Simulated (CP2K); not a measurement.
SnO:

```xyz
4
Lattice="3.8137 0.0000 0.0000 0.0000 3.8137 0.0000 0.0000 0.0000 4.8869" Properties=species:S:1:pos:R:3 pbc="T T T"
Sn    1.9068    0.0000    3.7367
Sn    0.0000    1.9068    1.1503
O     0.0000    0.0000    0.0000
O     1.9068    1.9068    0.0000
```

The cell is a database's computed one.

Program: CP2K 2026.2. Alike in all runs: task band structure; no spin polarisation; cell as given; k mesh 7 × 7 × 6; smearing fermi-dirac 0.0259 eV.

Order these runs on this cell by their pressure, lowest first.
A. level LDA; potentials or basis GTH_POTENTIALS Sn GTH-PADE-q4, O GTH-PADE-q6; TZVP-MOLOPT-PBE-GTH basis; EPS_DEFAULT 1.0E-9; NGRIDS 4; points a segment of the path (NPOINTS) 6; CUTOFF of the grids 600 Ry
B. level r2SCAN; potentials or basis POTENTIAL_UZH Sn GTH-SCAN-q4, O GTH-SCAN-q6; TZVP-MOLOPT-SCAN-GTH basis; EPS_DEFAULT 1.0E-9; NGRIDS 5; points a segment of the path (NPOINTS) 6; CUTOFF of the grids 850 Ry
C. level PBEsol; potentials or basis POTENTIAL_UZH Sn GTH-PBE-q4, O GTH-PBE-q6; TZVP-MOLOPT-PBE-GTH basis; EPS_DEFAULT 1.0E-10; NGRIDS 5; points a segment of the path (NPOINTS) 10; CUTOFF of the grids 600 Ry

B (-5.1 GPa), A (-2.3 GPa), C (5.1 GPa).

Caveats: the basis of atomic orbitals isn't converged, which shifts pressures, moduli and gaps; the potentials were made for another functional, which shifts forces and pressure (some runs).
